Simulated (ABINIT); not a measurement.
Crystal: NaI.

```xyz
2
Lattice="0.0000 3.2364 3.2364 3.2364 0.0000 3.2364 3.2364 3.2364 0.0000" Properties=species:S:1:pos:R:3 pbc="T T T"
I     3.2364    3.2364    3.2364
Na    0.0000    0.0000    0.0000
```

Base run:

```yaml
Program: ABINIT 10.8.3 (patched build)
Functional: r2SCAN
Potentials_or_basis: PseudoDojo NC SR PBE v0.4.1 standard
Cutoff: 1442 eV
k_mesh: 7 × 7 × 7
Occupations: fermi-dirac, width 0.05 eV
Spin: no spin polarisation
```

Its results: band gap on the k mesh 4.28 eV, direct; pressure -0.2 GPa.

The run is repeated on the same cell with these changes: potentials or basis from PseudoDojo NC SR PBE v0.4.1 standard to SG15 NC PBE v1.2; cutoff from 1442 eV to 1306 eV; valence electrons from 16 to 26. What comes out?

Band gap on the k mesh 4.41 eV, direct; pressure -0.2 GPa.

Caveats: the potentials were made for another functional, which shifts forces and pressure; spin-orbit coupling is left out, which moves the levels of the heavy elements; a meta-GGA on potentials with a model core is unreliable (some runs).
